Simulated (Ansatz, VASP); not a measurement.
## Cu in VASP and in Ansatz

The input INCAR:

```
PREC = Accurate
ENCUT = 520
EDIFF = 1E-7
ISMEAR = -1
SIGMA = 0.06
LREAL = False
LASPH = True
NELM = 60
ALGO = Normal
ISIF = 2
LWAVE = False
LCHARG = False
GGA = PS
NBANDS = 12
```

The input KPOINTS:

```
regular mesh
0
Gamma
  12 12 12
```

Contents of POSCAR:

```
Cu
1.0
    0.0000000000      1.8257145000      1.8257145000
    1.8257145000      0.0000000000      1.8257145000
    1.8257145000      1.8257145000      0.0000000000
Cu
1
Direct
    0.0000000000      0.0000000000      0.0000000000
```

Input for Ansatz:

```yaml
crystal:
  atoms:
  - position: [0.0, 0.0, 0.0]
    symbol: Cu
  lattice:
  - [0.0, 1.8257145, 1.8257145]
  - [1.8257145, 0.0, 1.8257145]
  - [1.8257145, 1.8257145, 0.0]
hamiltonian:
  dispersion: none
  pseudopotentials:
    dirac_shells:
      Cu: [2p]
    kind: all_electron
    lapw: {}
    relativity: scalar
  xc: pbesol
kpoints:
  mp_grid:
    grid: [12, 12, 12]
    shift: [0, 0, 0]
magnetization: {spin_polarized: false}
output: {forces: true, stress: true}
scf:
  occupations: {method: fermi_dirac, width: 0.06}
```

Alike in both runs: task single point; functional PBEsol; k mesh 12 × 12 × 12; occupations fermi-dirac, width 0.06 eV; no spin polarisation.

```csv
,VASP,Ansatz
version,VASP 6.6.1,Ansatz 0.2 development build
potentials or method,"VASP PAW PBE potentials, release 64 (Cu)","all-electron full-potential LAPW, scalar-relativistic"
plane-wave cutoff (eV),520,see its input
```

```csv
,VASP,Ansatz,Ansatz less VASP
pressure (GPa),-9.6,-10.3,-0.68
```

Ansatz ran all-electron here, so the differences hold the error of VASP's frozen core and of both bases.

Caveats: the PAW data sets were made with another functional, which shifts forces and pressure a little (VASP).
